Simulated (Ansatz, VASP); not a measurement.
## AlNi: VASP beside Ansatz

```
CELL_PARAMETERS angstrom
2.88100 0.00000 0.00000
0.00000 2.88100 0.00000
0.00000 0.00000 2.88100
ATOMIC_POSITIONS crystal
Ni 0.50000 0.50000 0.50000
Al 0.00000 0.00000 0.00000
```

Alike in both runs: task single point; functional PBE; k mesh 9 × 9 × 9; occupations gaussian, width 0.019 eV; collinear spin.

```csv
,VASP,Ansatz
version,VASP 6.6.1,Ansatz 0.2.0
potentials or method,"VASP PAW PBE potentials, release 64 (Ni, Al), cutoff 520 eV","all-electron LAPW, scalar-relativistic"
```

|  | VASP | Ansatz | Ansatz less VASP |
| --- | --- | --- | --- |
| gap on the k mesh at the Fermi level (eV) | none | none | - |
| pressure (GPa) | 1.9 | 1.9 | -0.04 |
| net moment per atom (μB) | 0.00 | 0.00 | 0.000 |

A gap of «none» marks a metal or a gap that the smearing closes. Ansatz ran all-electron here, so the differences hold the error of VASP's frozen core and of both bases.

Caveats: the starting moments weren't kept (Ansatz).
